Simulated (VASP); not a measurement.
**FePt (Tetraferroplatinum): single point with PBE**

FePt (Tetraferroplatinum):

```
Pt Fe
1.0
     2.72350    0.00000    0.00000
     0.00000    2.72350    0.00000
     0.00000    0.00000    3.72000
Pt Fe
1 1
Direct
  0.50000 0.50000 0.50000
  0.00000 0.00000 0.00000
```

```
Program             : VASP 6.6.1
Task                : single point
Functional          : PBE
Potentials or basis : VASP PAW PBE potentials, release 64 (Pt, Fe)
Cutoff              : 520 eV
k mesh              : 10 × 10 × 7
Occupations         : fermi-dirac, width 0.05 eV
Spin                : collinear spin, ferromagnetic start
Starting moments    : [0.0, 3.0] μB
```

```
Pressure                                              : 3.0 GPa
Band gap on the k mesh                                : none (metal or under the smearing width)
Net moment                                            : 3.27 μB per cell
Site moments                                          : Pt +0.34; Fe +2.92 μB
Valence electrons inside the program's atomic spheres : Pt 9.44; Fe 6.99
```

Stress tensor (GPa, compression positive):
```
2.79 0.00 0.00
0.00 2.79 0.00
0.00 0.00 3.34
```

Levels at points of the mesh, in eV from the Fermi level:
Spin up:
| k point | band 8 | band 9 | band 10 | band 11 | band 12 | band 13 | band 14 | band 15 |
| --- | --- | --- | --- | --- | --- | --- | --- | --- |
| (0.00, 0.00, 0.00) | -1.96 | -0.55 | -0.42 | -0.42 | 2.27 | 9.75 | 11.64 | 11.64 |
| (0.50, 0.00, 0.00) | -2.55 | -2.17 | -1.65 | 0.12 | 2.01 | 10.44 | 10.54 | 12.53 |
| (0.50, 0.50, 0.00) | -0.50 | -0.50 | 0.53 | 1.59 | 1.59 | 7.57 | 10.01 | 10.87 |
Spin down:
| k point | band 5 | band 6 | band 7 | band 8 | band 9 | band 10 | band 11 | band 12 |
| --- | --- | --- | --- | --- | --- | --- | --- | --- |
| (0.00, 0.00, 0.00) | -2.39 | -0.81 | -0.78 | 0.57 | 1.65 | 1.65 | 1.67 | 2.45 |
| (0.50, 0.00, 0.00) | -2.48 | -1.39 | -1.20 | -0.90 | 0.51 | 0.67 | 2.35 | 2.55 |
| (0.50, 0.50, 0.00) | 0.92 | 1.23 | 1.63 | 1.70 | 1.72 | 1.72 | 1.73 | 1.73 |

It took 64 s on 1 thread of Intel(R) Xeon(R) Platinum 8488C (Sapphire Rapids), with other jobs on the host, peak memory 0.19 GiB.

Spin-orbit coupling is left out, which matters for the levels of Pt.
